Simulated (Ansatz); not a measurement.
Runs of Ansatz 0.2.0 on CdS (Hawleyite). Symmetry: F-43m, No. 216, cubic system. The conventional cell has a = 5.833 Å, b = 5.833 Å, c = 5.833 Å, α = 90.00°, β = 90.00°, γ = 90.00°. Cd (site symmetry -43m) has 4 S at 2.53 Å as nearest neighbours. S (site symmetry -43m) has 4 Cd at 2.53 Å as nearest neighbours. 

| task | level | potentials or basis | spin | cell | k mesh | cutoff (eV) | gap on the mesh (eV) | pressure (GPa) | relaxed volume (Å³/atom) |
| --- | --- | --- | --- | --- | --- | --- | --- | --- | --- |
| phonons | PBEsol | all-electron LAPW, scalar-relativistic | off | as given | 6 × 6 × 6 | 265 | 1.00 | - | - |
| relaxation of cell and atoms | PBEsol+D4 | all-electron LAPW, scalar-relativistic | off | relaxed | 8 × 8 × 8 | - | 1.05 | 0.0 | 24.26 |
| band structure | PBEsol | all-electron LAPW, relativistic spinors | SOC, no magnetisation | as given | 6 × 6 × 6 | 247 | 0.99 | -0.3 | - |
| band structure | BLYP | all-electron LAPW, scalar-relativistic | off | as given | 8 × 8 × 8 | 247 | 1.09 | (c) | - |
| relaxation of cell and atoms | RPBE | all-electron LAPW, scalar-relativistic | off | relaxed | 8 × 8 × 8 | - | 1.14 | 0.0 | 27.12 |
| band structure | PBEsol | all-electron LAPW, scalar-relativistic | off | as given | 8 × 8 × 8 | 247 | 1.00 | -0.2 | - |
| elastic constants | LDA | all-electron LAPW, scalar-relativistic | off | as given | 6 × 6 × 6 | 265 | (b) | -2.4 | - |
| relaxation of cell and atoms | RPBE+D4 | all-electron LAPW, scalar-relativistic | off | relaxed | 8 × 8 × 8 | - | (a) | 0.0 | 25.07 |

Alike in all rows: smearing fermi-dirac 0.05 eV; basis error allowed 0.001 eV/atom.

**Question.** Fill in the values left out.

**Answer.** (a) 1.31; (b) 0.86; (c) 6.1.

A k mesh can miss the band edges, and rows without SOC leave out spin-orbit coupling on Cd.

Runs at the PBE level aren't shown here.
